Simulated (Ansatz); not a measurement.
# Na under changes of volume

One of the cells (37.814 Å³/atom); the others are scaled copies at fixed shape and fractional positions:

```
Na
1.0
     3.76700    0.00000    0.00000
    -1.88350    3.26232    0.00000
     0.00000    0.00000    6.15400
Na
2
Direct
  0.66667 0.33333 0.75000
  0.33333 0.66667 0.25000
```

This isn't the form of Na at room conditions, which is bcc.

```yaml
Program: Ansatz 0.2.0
Functional: LDA
Potentials_or_basis: all-electron LAPW, scalar-relativistic
Cutoff: 72 eV (chosen from the basis error)
Basis_error_allowed: 0.001 eV/atom
k_mesh: 8 × 8 × 5
Occupations: fermi-dirac, width 0.05 eV
Spin: no spin polarisation
```

| volume (Å³/atom) | energy over the lowest point (meV/atom) | pressure (GPa) |
| --- | --- | --- |
| 35.545 | 0.00 | -0.5 |
| 36.301 | 2.77 | -0.6 |
| 37.057 | 6.17 | -0.8 |
| 37.814 | ? | ? |
| 38.570 | 14.68 | -1.0 |
| 39.326 | 19.66 | -1.1 |
| 40.083 | 25.03 | -1.2 |

Question: What does the run at 37.814 Å³/atom give?

Answer: Energy over the lowest point 10.16 meV/atom; pressure -0.9 GPa.

Worked out: A Birch-Murnaghan fit of order 3 (a polynomial in V^(-2/3)) to the other rows has no minimum within the range. It gives 10.17 meV/atom at 37.814 Å³/atom, against the run's 10.16, and -dE/dV = -0.9 GPa, against -0.9.

Energies are extrapolated to zero smearing.
